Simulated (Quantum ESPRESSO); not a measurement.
Al:

```xyz
1
Lattice="0.0000 2.0248 2.0248 2.0248 0.0000 2.0248 2.0248 2.0248 0.0000" Properties=species:S:1:pos:R:3 pbc="T T T"
Al    0.0000    0.0000    0.0000
```

| Property | Result |
| --- | --- |
| Program | Quantum ESPRESSO 7.5 |
| Task | relaxation of cell and atoms |
| Functional | PBEsol |
| Dispersion | D3(BJ) |
| Potentials or basis | PseudoDojo 0.4.1 SR PBE standard |
| Cutoff | 544 eV |
| Density cutoff | 2177 eV |
| k mesh | 11 × 11 × 11 |
| Occupations | fermi-dirac, width 0.05 eV |
| Spin | no spin polarisation |

At the start: pressure -4.3 GPa; volume 16.60 Å³/atom.

**Question.** Where does the relaxation end?

**Answer.** Over 3 steps the energy falls by 11.9 meV/atom and the volume is 15.71 Å³/atom (-5.4 %); space group Fm-3m (No. 225, to 0.05 Å).

The path:
| step | energy change (eV) | largest force (eV/Å) | pressure (GPa) | volume (Å³) |
| --- | --- | --- | --- | --- |
| 1 | 0.0000 | 0.0000 | -4.29 | 16.60 |
| 2 | -0.0070 | 0.0000 | -2.86 | 16.29 |
| 3 | -0.0119 | 0.0000 | 0.20 | 15.71 |

Final structure:
```
Al
1.0
     0.00000    1.98790    1.98790
     1.98790    0.00000    1.98790
     1.98790    1.98790    0.00000
Al
1
Direct
  0.00000 0.00000 0.00000
```

Caveat: the potentials were made for another functional, which shifts forces and pressure; pairwise dispersion overbinds metals, which lowers pressure and volume.
